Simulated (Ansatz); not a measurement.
Molecular dynamics on a 1×1×1 supercell (3 atoms) of MoTe2 (3R-MoS2 type), relaxed with r2SCAN+rVV10. Forces come from r2SCAN in Ansatz 0.2.0: a Langevin thermostat at fixed volume, 200 K, steps of 1 fs. Spin polarisation is off, nuclei are classical, and the run is far too short for thermal averages. The structure comes from a prototype and may be hypothetical.

```yaml
crystal:
  lattice:
    - [1.7734078865, 1.0238775207, 7.104136672]
    - [-1.7734078865, 1.0238775207, 7.104136672]
    - [0.0, -2.0477550413, 7.104136672]
  atoms:
    - { symbol: Mo, position: [-3.68533e-05, -3.68533e-05, -3.68533e-05] }
    - { symbol: Te, position: [0.4174226666, 0.4174226666, 0.4174226666] }
    - { symbol: Te, position: [0.2492808534, 0.2492808534, 0.2492808534] }
kpoints:
  mp_grid: { grid: [4, 4, 4] }
hamiltonian:
  xc: r2scan
scf:
  occupations: { method: fermi_dirac, width: 0.02 }
md:
  ensemble: nvt_langevin
  temperature: 200
  timestep: 1.0
  n_steps: 20
  initial_velocities: maxwell_boltzmann
  seed: 2316
```

Command: `ansatz run input.yaml --threads 4 --pin off --max-ram 3686MiB --backend cpu --events-out ev --progress --plain --runs-dir out`. Wall time 19 s on 4 threads of AMD EPYC 9R45 96-Core Processor (Zen 5) (shared host); peak host memory 0.6 GiB.

Task: How do temperature and energy develop?

Result: The temperature starts at 133 K, is lowest at step 14 (98 K, 14 fs) and ends at 108 K. The thermostat hasn't had time to restore it. The first value is 2/3 of the setting, since velocities are drawn without the motion of the centre of mass and T is counted over all atoms. By the last step the atoms have moved 0.03 Å in the root mean square, the drift of the whole cell taken out, 0.04 Å at most.
```csv
step,t (fs),T (K),free energy F from step 0 (meV/atom),kinetic energy (meV/atom),largest force (eV/Å)
0,0,133,0.0,17.2,0.03
1,1,135,0.0,17.4,0.05
2,2,144,0.1,18.6,0.09
3,3,166,0.2,21.4,0.13
4,4,172,0.4,22.2,0.18
5,5,173,0.7,22.3,0.24
6,6,158,1.1,20.4,0.29
7,7,175,1.5,22.6,0.34
8,8,153,2.0,19.8,0.39
9,9,139,2.6,18.0,0.43
10,10,150,3.1,19.4,0.48
11,11,127,3.7,16.4,0.51
12,12,110,4.3,14.2,0.55
13,13,119,5.0,15.3,0.59
14,14,98,5.7,12.6,0.62
15,15,119,6.3,15.4,0.66
16,16,112,7.0,14.5,0.69
17,17,109,7.6,14.1,0.71
18,18,106,8.3,13.7,0.74
19,19,106,8.9,13.7,0.76
20,20,108,9.5,13.9,0.79
```

Positions (Å) and forces (eV/Å) at step 20:
```
Mo   0.023   0.014   0.012    -0.581  -0.324  -0.419
Te  -0.018  -0.008   8.864     0.323   0.177   0.631
Te  -0.012  -0.005   5.335     0.257   0.147  -0.212
```
